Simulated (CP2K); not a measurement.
Runs of CP2K 2026.2 on Pb. It takes space group Fm-3m (No. 225, cubic). The conventional cell has a = 4.950 Å, b = 4.950 Å, c = 4.950 Å, α = 90.00°, β = 90.00°, γ = 90.00°. Around Pb (site symmetry m-3m) lie 12 Pb at 3.50 Å. 

| task | level | potentials or basis | cell | k mesh | smearing | EPS_DEFAULT | k points reduced by the point group | NGRIDS | basis sets | potentials | gap on the mesh (eV) | pressure (GPa) |
| --- | --- | --- | --- | --- | --- | --- | --- | --- | --- | --- | --- | --- |
| band structure | LDA | GTH_POTENTIALS Pb GTH-PADE-q4; TZVP-MOLOPT-PBE-GTH basis | as given | 9 × 9 × 9 | fermi-dirac 0.05 eV | 1.0E-9 | yes | 5 | Pb TZVP-MOLOPT-PBE-GTH-q4 | Pb GTH-PADE-q4 of GTH_POTENTIALS | none | -3.2 |
| band structure | PBE | POTENTIAL_UZH Pb GTH-PBE-q4; TZVP-MOLOPT-PBE-GTH basis | as given | 9 × 9 × 9 | fermi-dirac 0.0259 eV | 1.0E-10 | yes | 4 | Pb TZVP-MOLOPT-PBE-GTH-q4 | Pb GTH-PBE-q4 of POTENTIAL_UZH | none | 3.3 |
| single point | PBE | POTENTIAL_UZH Pb GTH-PBE-q4; TZVP-MOLOPT-PBE-GTH basis | as given | 9 × 9 × 9 | fermi-dirac 0.05 eV | 1.0E-10 | yes | 5 | Pb TZVP-MOLOPT-PBE-GTH-q4 | Pb GTH-PBE-q4 of POTENTIAL_UZH | none | 3.2 |
| band structure | r2SCAN | POTENTIAL_UZH Pb GTH-SCAN-q4; TZVP-MOLOPT-SCAN-GTH basis | as given | 9 × 9 × 9 | fermi-dirac 0.05 eV | 1.0E-9 | yes | 5 | Pb TZVP-MOLOPT-SCAN-GTH-q4 | Pb GTH-SCAN-q4 of POTENTIAL_UZH | none | (a) |
| single point | PBE | POTENTIAL_UZH Pb GTH-PBE-q4; TZVP-MOLOPT-PBE-GTH basis | as given | 9 × 9 × 9 | gaussian 0.027 eV | 1.0E-10 | yes | 4 | Pb TZVP-MOLOPT-PBE-GTH-q4 | Pb GTH-PBE-q4 of POTENTIAL_UZH | none | 3.3 |
| relaxation of cell and atoms | PBEsol+D3(BJ) | POTENTIAL_UZH Pb GTH-PBE-q4; TZVP-MOLOPT-PBE-GTH basis | relaxed | 9 × 9 × 9 | fermi-dirac 0.05 eV | 1.0E-10 | - | 4 | Pb TZVP-MOLOPT-PBE-GTH-q4 | Pb GTH-PBE-q4 of POTENTIAL_UZH | none | 0.0 |
| band structure | PBE | POTENTIAL_UZH Pb GTH-PBE-q4; TZVP-MOLOPT-PBE-GTH basis | as given | 9 × 9 × 9 | fermi-dirac 0.01 eV | 1.0E-9 | yes | 4 | Pb TZVP-MOLOPT-PBE-GTH-q4 | Pb GTH-PBE-q4 of POTENTIAL_UZH | none | 3.3 |
| band structure | LDA | GTH_POTENTIALS Pb GTH-PADE-q4; TZVP-MOLOPT-PBE-GTH basis | as given | 9 × 9 × 9 | fermi-dirac 0.0259 eV | 1.0E-9 | yes | 5 | Pb TZVP-MOLOPT-PBE-GTH-q4 | Pb GTH-PADE-q4 of GTH_POTENTIALS | none | -3.2 |
| band structure | PBEsol | POTENTIAL_UZH Pb GTH-PBE-q4; TZVP-MOLOPT-PBE-GTH basis | as given | 9 × 9 × 9 | fermi-dirac 0.05 eV | 1.0E-9 | yes | 4 | Pb TZVP-MOLOPT-PBE-GTH-q4 | Pb GTH-PBE-q4 of POTENTIAL_UZH | none | 2.5 |
| relaxation of the atoms | BLYP+D4 | GTH_POTENTIALS Pb GTH-BLYP-q4; TZVP-MOLOPT-PBE-GTH basis | atoms relaxed from: cell strained at random at fixed volume | 9 × 9 × 10 | fermi-dirac 0.05 eV | 1.0E-10 | - | 4 | Pb TZVP-MOLOPT-PBE-GTH-q4 | Pb GTH-BLYP-q4 of GTH_POTENTIALS | none | -0.6 |
| single point | PBEsol | POTENTIAL_UZH Pb GTH-PBE-q4; TZVP-MOLOPT-PBE-GTH basis | as given | 9 × 9 × 9 | fermi-dirac 0.05 eV | 1.0E-10 | yes | 4 | Pb TZVP-MOLOPT-PBE-GTH-q4 | Pb GTH-PBE-q4 of POTENTIAL_UZH | none | 2.5 |

Alike in all rows: no spin polarisation.

Q: Fill in the values left out.

A: (a) -0.3.

Caveats: the basis of atomic orbitals isn't converged, which shifts pressures, moduli and gaps; the potentials were made for another functional, which shifts forces and pressure (some runs); the printed path begins after the first move (some runs); pairwise dispersion overbinds metals, which lowers pressure and volume (some runs).

A k mesh can miss the band edges, and the runs leave out spin-orbit coupling on Pb.

A gap of «none» marks a metal or a gap under the smearing width.

Not every run made on this cell is shown here.
